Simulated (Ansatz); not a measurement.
**GaAs: how the settings move a single-point run**

Question: which choices in the input matter for GaAs? The cell is built on a prototype (CsCl type) and needn't be the phase found in nature.

Method: reference: DFT, r2SCAN, plane waves, PAW, in Ansatz 0.2.0.

9 further runs of the same task are left out: 6 for a known fault of the program, 3 that didn't finish.

### 1 Starting point

The structure is cubic, space group Pm-3m (No. 221). The conventional cell has a = 3.329 Å, b = 3.329 Å, c = 3.329 Å, α = 90.00°, β = 90.00°, γ = 90.00°. Ga (site symmetry m-3m) has 8 As at 2.88 Å as nearest neighbours. As (site symmetry m-3m) is surrounded by 8 Ga at 2.88 Å.

As a file:

```
CELL_PARAMETERS angstrom
3.32867 0.00000 0.00000
0.00000 3.32867 0.00000
0.00000 0.00000 3.32867
ATOMIC_POSITIONS crystal
Ga 0.00000 0.00000 0.00000
As 0.50000 0.50000 0.50000
```

### 2 Baseline

Contents of input.yaml:

```yaml
crystal:
  lattice:
    - [3.3286687154, 0.0, 0.0]
    - [0.0, 3.3286687154, 0.0]
    - [0.0, 0.0, 3.3286687154]
  atoms:
    - { symbol: Ga, position: [0.0, 0.0, 0.0] }
    - { symbol: As, position: [0.5, 0.5, 0.5] }
kpoints:
  mp_grid: { grid: [6, 6, 6] }
hamiltonian:
  xc: r2scan
scf:
  occupations: { method: fermi_dirac, width: 0.02 }
  n_extra_bands: 4
output:
  forces: true
  stress: true
  eigenvalues: true
```

Started as:

```
ansatz run input.yaml --threads 4 --pin off --max-ram 3686MiB --backend cpu --events-out ev --progress --plain --runs-dir out
```

### 3 A further run, with the input changed

input.yaml, as its differences from that of step 2:

```diff
@@ -15,2 +15,4 @@
   n_extra_bands: 4
+  convergence: { dr2_threshold: 0.0001 }
+  max_iter: 50
 output:
```

### 5 Changing settings: mixing.ndim 30

input.yaml, as its differences from that of step 2:

```diff
@@ -15,2 +15,4 @@
   n_extra_bands: 4
+  mixing: { ndim: 30 }
+  max_iter: 91
 output:
```

### 6 Changing settings: xc pbesol

input.yaml, as its differences from that of step 2:

```diff
@@ -11,3 +11,3 @@
 hamiltonian:
-  xc: r2scan
+  xc: pbesol
 scf:
```

(Steps that only read results are left out.)

What does the calculation give? Wanted: for each run, ending; energy change; pressure; gap; force.

The runs gave:

| run | ending | energy change | pressure (GPa) | gap (eV) | force (eV/Å) | cycles | time |
| --- | --- | --- | --- | --- | --- | --- | --- |
| reference | converged | 0 | 0.4 | 0.00 | 0.00 | 7 | 0.88 s |
| 1: dr2_threshold 0.0001 | converged | 0.0 meV/atom | 0.4 | 0.00 | 0.00 | 6 | 0.86 s |
| 2: mixing.ndim 30 | converged | 0.0 meV/atom | 0.4 | 0.00 | 0.00 | 7 | 0.89 s |
| 3: xc pbesol | converged | not comparable | -1.6 | 0.00 | 0.00 | 6 | 0.43 s |

Residual by cycle in the longest SCF loop of each run; runs are numbered as in the table. The quantity is the density residual dr2, in eV.

```csv
cycle,reference,run 1,run 2,run 3
1,0.012,0.012,0.012,7.1e-4
2,0.00122,0.00122,0.00122,3.3e-5
3,3.4e-4,3.4e-4,3.4e-4,1.2e-5
4,8.0e-5,8.0e-5,8.0e-5,1.1e-6
5,1.7e-6,1.7e-6,1.7e-6,1.5e-9
6,1.7e-7,1.7e-7,1.7e-7,1.9e-11
7,5.0e-9,-,5.0e-9,-
```

Of the converged runs whose energies compare with the reference's, none moves it noticeably. Semilocal functionals close small gaps, so the missing gap need not be the real solid's.
